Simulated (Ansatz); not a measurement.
Tubes are rolled from the relaxed C monolayer (P6/mmm, bond 1.42 Å, gap on the mesh 0.00 eV); atoms and period are relaxed, and energies count from the flat sheet.

Computed with Ansatz 0.2.0, DFT PBE, scalar-relativistic, plane waves, PAW.

Cutoff 420 eV, Gaussian smearing of 0.05 eV, energies at zero smearing, symmetry of each start kept, no spin polarisation.

**Question.** Order these by excess energy, lowest first.
A. (4,4)
B. (4,0)

**Answer.** A (267.7 meV/atom), B (746.9 meV/atom).

| start | atoms | k mesh | excess energy (meV/atom) | period (Å) | mean diameter (Å) | gap on the mesh (eV) | highest filled level or Fermi level under vacuum (eV) |
| --- | --- | --- | --- | --- | --- | --- | --- |
| (4,4) | 16 | 1×1×31 | 267.7 | 2.466 | 5.53 | 0.36 | - |
| (4,0) | 16 | 1×1×18 | 746.9 | 4.216 | 3.37 | 0 | 5.72 |

An odd mesh misses points on the zone edge, so a gap read on it can be too wide.

Cost: 2 runs of about 5.6 core-minutes in all, on Arm Neoverse V2 (shared hosts).